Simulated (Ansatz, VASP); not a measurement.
**Ta: VASP beside Ansatz**

```
Ta
1.0
    -1.65147    1.65147    1.65147
     1.65147   -1.65147    1.65147
     1.65147    1.65147   -1.65147
Ta
1
Direct
  0.00000 0.00000 0.00000
```

Alike in both runs: functional r2SCAN; k mesh 14 × 14 × 14; occupations gaussian, width 0.1 eV; no spin polarisation.

Ansatz relaxed the structure, and its values are those at the end. VASP's run is a single point on that final structure, the one shown.

```csv
,VASP,Ansatz
version,VASP 6.6.1,Ansatz 0.2.0
potentials or method,"VASP PAW PBE potentials, release 64 (Ta_pv)","scalar-relativistic, plane waves, PAW"
plane-wave cutoff (eV),520,500
valence electrons in the cell,11,13
```

```tsv
	VASP	Ansatz	Ansatz less VASP
gap on the k mesh at the Fermi level (eV)	none	none	-
pressure (GPa)	0.6	0.0	-0.58
```

A gap of «none» marks a metal or a gap that the smearing closes. The functional is the same, so the differences come from potentials, cutoffs and numerics. The two sets of potentials don't hold the same shells in valence.

Caveats: the PAW data sets were made with another functional, which shifts forces and pressure a little (VASP). The runs have no spin-orbit coupling, so splittings on Ta are missing.
